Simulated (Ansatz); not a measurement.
**ZnTe: response to strain**

Base system: ZnTe in the zinc blende structure (space group F-43m, No. 216; a = 6.113 Å). Axes: x, y, z lie along the cube axes.

Strains are applied to the cell and any free atomic positions relax; under biaxial strain the out-of-plane vector relaxes too.

Calculations: Kohn–Sham DFT with the r2SCAN functional, run in Ansatz (a program for electronic structure) with PAW and 500 eV plane waves, no spin-orbit coupling.

| change | space group | volume per atom | electron mass |
|---|---|---|---|
| base | F-43m (No. 216) | 28.56 Å³ | 0.11 mₑ (at Γ) |
| biaxial strain +1.09 %, plane normal [001], relaxed out of plane | I-4m2 (No. 119) | 28.84 Å³ | 0.11 mₑ (at Γ) |
| isotropic strain −1.38 % | F-43m (No. 216) | 27.39 Å³ | [?] |
| isotropic strain +1.34 % | F-43m (No. 216) | 29.72 Å³ | 0.10 mₑ (at Γ) |
| uniaxial strain ε_xx = −1.61 % | I-4m2 (No. 119) | 28.10 Å³ | 0.11 mₑ (at Γ) |

Task: Some entries are withheld; estimate them.

Result: 
- isotropic strain −1.38 %, electron mass: 0.12 mₑ (at Γ)

With Te present, leaving out spin-orbit coupling can change the band edges. The levels and masses belong to the bands next to the band gap. Masses are band curvatures over ±0.01 Å⁻¹ around the edge. Whether these cells are dynamically stable was not tested.
